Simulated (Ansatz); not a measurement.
**Si3N4 — field gradients at the nuclei**

The cell is a COD entry, ions relaxed with PBE at fixed cell.

```
Si N
1.0
    -3.23735    3.23735    3.23735
     3.23735   -3.23735    3.23735
     3.23735    3.23735   -3.23735
Si N
6 8
Direct
  0.25000 0.12500 0.87500
  0.87500 0.25000 0.12500
  0.75000 0.37500 0.62500
  0.62500 0.75000 0.37500
  0.12500 0.87500 0.25000
  0.37500 0.62500 0.75000
  0.56280 0.56280 0.56280
  0.43720 0.50000 0.00000
  0.50000 0.00000 0.93720
  0.00000 0.43720 0.50000
  0.93720 0.50000 0.00000
  0.06280 0.06280 0.06280
  0.00000 0.93720 0.50000
  0.50000 0.00000 0.43720
```

Atom numbers follow the list; atoms alike are taken as one site, whose name carries the number of the first.

Computed with Ansatz: DFT, r2SCAN, plane waves and PAW (field gradients read without the response of the frozen cores, which leaves them typically 4 to 6 % off), scalar-relativistic, 500 eV cutoff, Γ-centred 6×6×6 k-points, Fermi–Dirac smearing 0.02 eV.

V_zz is the principal component of the electric field gradient with the largest magnitude, η = (V_xx − V_yy)/V_zz and C_Q = eQV_zz/h. Directions are in the Cartesian axes of the cell vectors above, for the atom listed; none is given where the gradient is under 0.02 or η is above 0.95.

| site | first atom | first shell | V_zz (10²¹ V/m²) | η | direction of V_zz (x, y, z) |
| --- | --- | --- | --- | --- | --- |
| Si | 1 | 4 N at 1.75 Å | -0.075 | 0.00 | 1.00 0.00 0.00 |
| N | 7 | 3 Si at 1.75 Å | -6.17 | 0.00 | 0.58 0.58 0.58 |

An axis of threefold or higher order runs through Si and N, so V_zz lies along it and η is zero.
